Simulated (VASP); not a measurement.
A run of VASP 6.6.1:

The input POSCAR:

```
Si2W                                    
1.0
   -1.6021137919      1.6021137919      3.9095849750
    1.6021137919     -1.6021137919      3.9095849750
    1.6021137919      1.6021137919     -3.9095849750
  Si              W             
     2     1
Direct
     0.3344596783827676    0.3344596783827676    0.0000000000000000
     0.6655403216172323    0.6655403216172323    0.0000000000000000
     0.0000000000000000    0.0000000000000000    0.0000000000000000
```

The input INCAR.step1:

```
SYSTEM = Si2W
  PREC = Accurate
  ENCUT = 520
  EDIFF = 1E-6
  ISMEAR = 1
  SIGMA = 0.1
  LREAL = .FALSE.
  LASPH = .TRUE.
  NELM = 80
  ALGO = Normal
  ISIF = 2
  LWAVE = .FALSE.
  LCHARG = .TRUE.
  LMAXMIX = 4
  GGA = PE
  NBANDS = 18
```

File KPOINTS.step1:

```
Automatic mesh
0
G
  16 16 16
  0 0 0
```

INCAR.step2

```
SYSTEM = Si2W
  PREC = Accurate
  ENCUT = 520
  EDIFF = 1E-6
  ISMEAR = -5
  SIGMA = 0.1
  LREAL = .FALSE.
  LASPH = .TRUE.
  NELM = 80
  ALGO = Normal
  ISIF = 2
  LWAVE = .FALSE.
  LCHARG = .FALSE.
  LMAXMIX = 4
  GGA = PE
  LORBIT = 11
  NBANDS = 18
  NEDOS = 1001
  ICHARG = 11
```

File KPOINTS.step2:

```
Automatic mesh
0
G
  24 24 24
  0 0 0
```

Potentials or basis: VASP PAW PBE potentials, release 64 (Si, W_sv).

The run is started by

```bash
$ cat potpaw_PBE.64/Si/POTCAR potpaw_PBE.64/W_sv/POTCAR > POTCAR
$ cp INCAR.step1 INCAR
$ cp KPOINTS.step1 KPOINTS
$ mpirun -np 1 vasp_std > vasp.out
$ cp INCAR.step2 INCAR
$ cp KPOINTS.step2 KPOINTS
$ mpirun -np 1 vasp_std > vasp.out
```

Hardware: 1 thread of Intel(R) Xeon(R) 6975P-C (Granite Rapids), on a shared host.

How long does it take, and how much memory?

It took 5.2 min on 1 thread of Intel(R) Xeon(R) 6975P-C (Granite Rapids), on a shared host, peak memory 0.79 GiB. Counts: scf iterations 7, k points 1063.
